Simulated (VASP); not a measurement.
# GaN (P6_3mc) in VASP: further runs

Aim: see how the results for GaN move with the level of theory and the settings. Levels: PBE, LDA, r2SCAN, TB-mBJ. Tasks: band structure.

Everything below comes from runs of VASP 6.6.1. Logs are shortened: lines on timing, memory, paths and dates and some standing lists are left out, and cuts for length are marked.

**Experimental background.**

“Studying electronic properties in GaN without electrical contacts using γ-γ vs e−-γ Perturbed Angular Correlations”, 2019, pmc:6823545 quotes, for a bulk crystal of GaN: band gap 3.503 ± 0.005 eV (direct).

The results are compared with them further down.

## Step 1: The structure

It takes space group P6_3mc (No. 186, hexagonal). The conventional cell has a = 3.180 Å, b = 3.180 Å, c = 5.183 Å, α = 90.00°, β = 90.00°, γ = 120.00°. Ga (site symmetry 3m) is surrounded by 4 N at 1.94 to 1.95 Å. Around N (site symmetry 3m) lie 4 Ga at 1.94 to 1.95 Å.

## Step 2: Band structure, PBE

INCAR

```
SYSTEM = GaN
PREC = Accurate ; ENCUT = 520
EDIFF = 1E-6 ; ISMEAR = 0
SIGMA = 0.03 ; LREAL = .FALSE.
LASPH = .TRUE. ; NELM = 80
ALGO = Normal ; ISIF = 2
LWAVE = .FALSE. ; LCHARG = .FALSE.
GGA = PE ; KPAR = 2
```

KPOINTS

```
regular mesh
0
G
  12 12 5
  0 0 0
```

POSCAR

```
GaN                                     
1.0
    3.1802324013      0.0000000000      0.0000000000
   -1.5901162006      2.7541620494      0.0000000000
   -0.0000000000      0.0000000000      5.1832207758
  Ga              N             
     2     2
Direct
     0.3333333332999970    0.6666666667000030    0.9992402581362281
     0.6666666667000030    0.3333333332999970    0.4992402581362280
     0.3333333332999970    0.6666666667000030    0.3757597418637720
     0.6666666667000030    0.3333333332999970    0.8757597418637719
```

KPOINTS_OPT

```
explicit points
258
Reciprocal
 0.0000000000  0.0000000000  0.0000000000 1
 0.0263157895  0.0000000000  0.0000000000 1
 0.0526315789  0.0000000000  0.0000000000 1
 0.0789473684  0.0000000000  0.0000000000 1
 0.1052631579  0.0000000000  0.0000000000 1
 0.1315789474  0.0000000000  0.0000000000 1
[... 250 lines left out ...]
 0.5000000000  0.0000000000  0.0287768100 1
 0.5000000000  0.0000000000 -0.0287768100 1
```

Potentials or basis: VASP PAW PBE potentials, release 64 (Ga_d, N).

Command:

```
$ cat potpaw_PBE.64/Ga_d/POTCAR potpaw_PBE.64/N/POTCAR > POTCAR
$ mpirun -np 2 vasp_std > vasp.out
```

OUTCAR:

```text
SYSTEM = GaN
   PREC = Accurate
   ENCUT = 520
   EDIFF = 1E-6
   ISMEAR = 0
   LREAL = .FALSE.
   LASPH = .TRUE.
   NELM = 80
   ISIF = 2
   GGA = PE

 ion  position               nearest neighbor table
   1  0.333  0.667  0.999-   4 1.94   4 1.94   4 1.94   3 1.95
   2  0.667  0.333  0.499-   3 1.94   3 1.94   3 1.94   4 1.95
   3  0.333  0.667  0.376-   2 1.94   2 1.94   2 1.94   1 1.95
   4  0.667  0.333  0.876-   1 1.94   1 1.94   1 1.94   2 1.95

  LATTYP: Found a hexagonal cell.
 ALAT       =     3.1802324013
 C/A-ratio  =     1.6298245291

  Lattice vectors:

 A1 = (   3.1802324013,   0.0000000000,   0.0000000000)
 A2 = (  -1.5901162006,   2.7541620494,   0.0000000000)
 A3 = (   0.0000000000,   0.0000000000,   5.1832207758)

Analysis of symmetry for initial positions (statically):
=====================================================================
 Subroutine PRICEL returns:
 Original cell was already a primitive cell.

 Routine SETGRP: Setting up the symmetry group for a
 hexagonal supercell.

 Subroutine GETGRP returns: Found 12 space group operations
 (whereof  6 operations were pure point group operations)
 out of a pool of 24 trial point group operations.

The static configuration has the point symmetry C_3v.
 The point group associated with its full space group is C_6v.

Analysis of symmetry for dynamics (positions and initial velocities):
=====================================================================
 Subroutine PRICEL returns:
 Original cell was already a primitive cell.

 Routine SETGRP: Setting up the symmetry group for a
 hexagonal supercell.

 Subroutine GETGRP returns: Found 12 space group operations
 (whereof  6 operations were pure point group operations)
 out of a pool of 24 trial point group operations.

The dynamic configuration has the point symmetry C_3v.
 The point group associated with its full space group is C_6v.

 Subroutine INISYM returns: Found 12 space group operations
 (whereof  6 operations are pure point group operations),
 and found     1 'primitive' translations

----------------------------------------------------------------------------------------

                                     Primitive cell

  volume of cell :      45.3992

  direct lattice vectors                    reciprocal lattice vectors
     3.180232401  0.000000000  0.000000000     0.314442429  0.181543421  0.000000000
    -1.590116201  2.754162049  0.000000000     0.000000000  0.363086842  0.000000000
     0.000000000  0.000000000  5.183220776     0.000000000  0.000000000  0.192930235

  length of vectors
     3.180232401  3.180232401  5.183220776     0.363086842  0.363086842  0.192930235

  position of ions in fractional coordinates (direct lattice)
     0.333333333  0.666666667  0.999240258
     0.666666667  0.333333333  0.499240258
     0.333333333  0.666666667  0.375759742
     0.666666667  0.333333333  0.875759742

  ion indices of the primitive-cell ions
   primitive index   ion index
                 1           1
                 2           2
                 3           3
                 4           4

----------------------------------------------------------------------------------------

 KPOINTS: regular mesh

Automatic generation of k-mesh.
 Grid dimensions read from file:
 generate k-points for:   12   12    5

 Generating k-lattice:

  Cartesian coordinates                     Fractional coordinates (reciprocal lattice)
     0.026203536  0.015128618  0.000000000     0.083333333  0.000000000  0.000000000
     0.000000000  0.030257237  0.000000000     0.000000000  0.083333333  0.000000000
     0.000000000  0.000000000  0.038586047     0.000000000  0.000000000  0.200000000

  Length of vectors
     0.030257237  0.030257237  0.038586047

  Shift w.r.t. Gamma in fractional coordinates (k-lattice)
     0.000000000  0.000000000  0.000000000

 Subroutine IBZKPT returns following result:
 ===========================================

 Found     57 irreducible k-points:

 Following reciprocal coordinates:
            Coordinates               Weight
  0.000000  0.000000  0.000000      1.000000
  0.083333  0.000000  0.000000      6.000000
  0.166667  0.000000  0.000000      6.000000
  0.250000  0.000000  0.000000      6.000000
  0.333333  0.000000  0.000000      6.000000
  0.416667  0.000000  0.000000      6.000000
[... 16 lines left out ...]
  0.250000  0.000000  0.200000     12.000000
  0.333333  0.000000  0.200000     12.000000
 [... further k-points ...]
   k-points           NKPTS =     57   k-points in BZ     NKDIM =     57   number of bands    NBANDS=     22
   number of dos      NEDOS =    301   number of ions     NIONS =      4
   total plane-waves  NPLWV =  23040
   dimension x,y,z NGX =    24 NGY =   24 NGZ =   40
   dimension x,y,z NGXF=    48 NGYF=   48 NGZF=   80
   ions per type =               2   2
   NGX,Y,Z   is equivalent  to a cutoff of  12.55, 12.55, 12.83 a.u.
   NGXF,Y,Z  is equivalent  to a cutoff of  25.09, 25.09, 25.66 a.u.
 SYSTEM =  GaN
   PREC   = accura    normal or accurate (medium, high low for compatibility)
   ISTART =      0    job   : 0-new  1-cont  2-samecut
   ICHARG =      2    charge: 1-file 2-atom 10-const
   ISPIN  =      1    spin polarized calculation?
   LNONCOLLINEAR =      F non collinear calculations
   LSORBIT =      F    spin-orbit coupling
   LASPH  =      T    aspherical Exc in radial PAW
   ENCUT  =  520.0 eV  38.22 Ry    6.18 a.u.   5.91  5.91  9.64*2*pi/ulx,y,z
   NELM   =     80;   NELMIN=  2; NELMDL= -5     # of ELM steps
   EDIFF  = 0.1E-05   stopping-criterion for ELM
   LREAL  =      F    real-space projection
   EDIFFG = 0.1E-04   stopping-criterion for IOM
   NSW    =      0    number of steps for IOM
   IBRION =     -1    ionic relax: 0-MD 1-quasi-New 2-CG
   NFREE  =      0    steps in history (QN), initial steepest desc. (CG)
   ISIF   =      2    stress and relaxation
   ISYM   =      2    0-nonsym 1-usesym 2-fastsym
   POTIM  = 0.5000    time-step for ionic-motion
   TEBEG  =    0.0;   TEEND  =   0.0 temperature during run
   PSTRESS=    0.0 pullay stress
   NELECT =      36.0000    total number of electrons
   NUPDOWN=      -1.0000    fix difference up-down
   EMIN   =  10.00;   EMAX   =-10.00  energy-range for DOS
   EFERMI =   0.00;   METHOD = LEGACY
   ISMEAR =     0;   SIGMA  =   0.03  broadening in eV -4-tet -1-fermi 0-gaus
   EFERMI_NEDOS =   21; number of points for ismear=-14 and -15
   IALGO  =     38    algorithm
   IMIX   =      4    mixing-type and parameters
     AMIX     =   0.40;   BMIX     =  1.00
     AMIX_MAG =   1.60;   BMIX_MAG =  1.00
  volume/ion in A,a.u.               =      11.35        76.59
  Fermi-wavevector in a.u.,A,eV,Ry     =   1.515280  2.863465 31.239989  2.296074
  Thomas-Fermi vector in A             =   2.624825
   LORBIT       =      0    0 simple, 1 ext, 2 COOP (PROOUT), +10 PAW based schemes
   GGA     = PE    functional components
   LHFCALC =     F    Hartree Fock is set to
   AEXX    =    0.0000 exact exchange contribution
   IVDW    =     0    specifies the selected vdW correction
   LEPSILON=     F    determine dielectric tensor
   LRPA    =     F    only Hartree local field effects (RPA)
 non-spin polarized calculation
 Gauss-broadening in eV      SIGMA  =   0.03
  energy-cutoff  :      520.00
  volume of cell :       45.40
 maximum number of plane-waves:      1244
 NGX is ok and might be reduce to    24
   NGX = 11   NGY = 11   NGZ = 19

 number of electron      35.9999996 magnetization

 Free energy of the ion-electron system (eV)
  ---------------------------------------------------
  ext. energy  EPLUGINS =         0.00000000
  ---------------------------------------------------
  free energy    TOTEN  =       -24.29368557 eV

  energy without entropy =      -24.29368557  energy(sigma->0) =      -24.29368557

 E-fermi :   5.5829     XC(G=0): -11.7036

 val. band max:        5.3895094559   @ k =   0.0000   0.0000   0.0000
 cond. band min:       7.3404647623   @ k =   0.0000   0.0000   0.0000
 fundamental gap:      1.9509553063
 Fermi energy:         5.5829057453

 k-point     1 :       0.0000    0.0000    0.0000
  band No.  band energies     occupation
      1     -10.6459      2.00000
      2      -9.7046      2.00000
      3      -8.0557      2.00000
      4      -8.0399      2.00000
      5      -8.0399      2.00000
      6      -7.9774      2.00000
[... 14 lines left out ...]
     21      14.6120      0.00000
     22      15.3245      0.00000

 k-point     2 :       0.0833    0.0000    0.0000
  band No.  band energies     occupation
      1     -10.5764      2.00000
      2      -9.6861      2.00000
      3      -8.0494      2.00000
      4      -8.0296      2.00000
      5      -8.0176      2.00000
      6      -7.9697      2.00000
[... 14 lines left out ...]
     21      14.4260      0.00000
     22      14.8286      0.00000

 k-point     3 :       0.1667    0.0000    0.0000
  band No.  band energies     occupation
      1     -10.3870      2.00000
      2      -9.6410      2.00000
      3      -8.0249      2.00000
      4      -8.0045      2.00000
      5      -7.9606      2.00000
      6      -7.9299      2.00000
[... 14 lines left out ...]
     21      13.5750      0.00000
     22      14.3487      0.00000

 k-point     4 :       0.2500    0.0000    0.0000
  band No.  band energies     occupation
      1     -10.1354      2.00000
      2      -9.5910      2.00000
      3      -7.9994      2.00000
      4      -7.9796      2.00000
      5      -7.9147      2.00000
      6      -7.8734      2.00000
[... 14 lines left out ...]
     21      12.7842      0.00000
     22      13.9563      0.00000

 k-point     5 :       0.3333    0.0000    0.0000
  band No.  band energies     occupation
      1      -9.9063      2.00000
      2      -9.5545      2.00000
      3      -7.9868      2.00000
      4      -7.9669      2.00000
      5      -7.8843      2.00000
      6      -7.8232      2.00000
[... 417 lines left out ...]
 k-point    22 :       0.1667    0.0000    0.2000
  band No.  band energies     occupation
      1     -10.2861      2.00000
      2      -9.6744      2.00000
      3      -8.0193      2.00000
      4      -7.9995      2.00000
      5      -7.9642      2.00000
      6      -7.9353      2.00000
[... 14 lines left out ...]
     21      13.3970      0.00000
     22      14.0708      0.00000

 k-point    23 :       0.2500    0.0000    0.2000
  band No.  band energies     occupation
      1     -10.0543      2.00000
      2      -9.6112      2.00000
      3      -7.9995      2.00000
      4      -7.9703      2.00000
      5      -7.9325      2.00000
      6      -7.8842      2.00000
[... 14 lines left out ...]
     21      12.7145      0.00000
     22      13.7461      0.00000

 k-point    24 :       0.3333    0.0000    0.2000
  band No.  band energies     occupation
      1      -9.8481      2.00000
      2      -9.5636      2.00000
      3      -7.9926      2.00000
      4      -7.9525      2.00000
      5      -7.9072      2.00000
      6      -7.8352      2.00000
[... 14 lines left out ...]
     21      12.5105      0.00000
     22      13.6443      0.00000

 [... further k-points ...]
[... 5 lines left out ...]
  --------------------------------------------------------------------------------------
  -------------------------------------------------------------------------------------
  Total        1.8772550      1.8772550      1.8619303      0.0000000      0.0000000      0.0000000
  in kB       66.2499882     66.2499882     65.7091640      0.0000000      0.0000000      0.0000000
  external PRESSURE =      66.0697135 kB  Pullay stress =       0.0000000 kB

 VOLUME and BASIS-vectors are now :
 -----------------------------------------------------------------------------
  energy-cutoff  :      520.00
  volume of cell :       45.40
      direct lattice vectors                 reciprocal lattice vectors
     3.180232401  0.000000000  0.000000000     0.314442429  0.181543421  0.000000000
    -1.590116201  2.754162049  0.000000000     0.000000000  0.363086842  0.000000000
     0.000000000  0.000000000  5.183220776     0.000000000  0.000000000  0.192930235

 POSITION                                       TOTAL-FORCE (eV/Angst)
 -----------------------------------------------------------------------------------
     -0.00000      1.83611      5.17928        -0.000000      0.000000     -0.001633
      1.59012      0.91805      2.58767        -0.000000      0.000000     -0.001633
     -0.00000      1.83611      1.94765         0.000000      0.000000      0.001633
      1.59012      0.91805      4.53926        -0.000000      0.000000      0.001633
 -----------------------------------------------------------------------------------
    total drift:                               -0.000001     -0.000001     -0.000846

  FREE ENERGIE OF THE ION-ELECTRON SYSTEM (eV)
  ---------------------------------------------------
  free  energy   TOTEN  =       -24.2936855714 eV

  energy  without entropy=      -24.2936855714  energy(sigma->0) =      -24.29368557
```

Wall time 55 s (2 MPI ranks of Intel Xeon Platinum 8488C (Sapphire Rapids), shared host); peak memory 0.21 GiB.

What came out:

| Item | Value |
| --- | --- |
| Free energy | -24.2937 eV |
| Pressure | 6.6 GPa |
| Band gap on the k mesh | 1.95 eV, direct |
| Band gap along the path | 1.95 eV, direct |

Levels at the corners of the path, in eV from the valence-band top:
```tsv
point	band 14	band 15	band 16	band 17	band 18	band 19	band 20	band 21	band 22
Γ	-1.04	-1.04	-0.04	0.00	0.00	1.95	4.30	9.22	9.93
M	-5.31	-4.23	-2.76	-2.22	-1.01	5.09	5.60	6.06	8.64
M	-5.31	-4.23	-2.76	-2.22	-1.01	5.09	5.60	6.06	8.64
K	-5.36	-5.31	-3.00	-3.00	-2.74	5.16	7.85	7.85	8.45
K	-5.36	-5.31	-3.00	-3.00	-2.74	5.16	7.85	7.85	8.45
Γ	-1.04	-1.04	-0.04	0.00	0.00	1.95	4.30	9.22	9.93
Γ	-1.04	-1.04	-0.04	0.00	0.00	1.95	4.30	9.22	9.93
A	-3.86	-0.53	-0.53	-0.53	-0.53	4.29	4.29	8.50	8.50
A	-3.86	-0.53	-0.53	-0.53	-0.53	4.29	4.29	8.50	8.50
L	-6.63	-1.95	-1.95	-1.91	-1.91	4.42	4.42	7.80	7.80
L	-6.63	-1.95	-1.95	-1.91	-1.91	4.42	4.42	7.80	7.80
H	-6.18	-4.22	-4.22	-1.49	-1.49	6.44	6.44	7.34	7.34
H	-6.18	-4.22	-4.22	-1.49	-1.49	6.44	6.44	7.34	7.34
A	-3.86	-0.53	-0.53	-0.53	-0.53	4.29	4.29	8.50	8.50
L	-6.63	-1.95	-1.95	-1.91	-1.91	4.42	4.42	7.80	7.80
M	-5.31	-4.23	-2.76	-2.22	-1.01	5.09	5.60	6.06	8.64
K	-5.36	-5.31	-3.00	-3.00	-2.74	5.16	7.85	7.85	8.45
H	-6.18	-4.22	-4.22	-1.49	-1.49	6.44	6.44	7.34	7.34
```

(Part 1 of 3 ends here.)
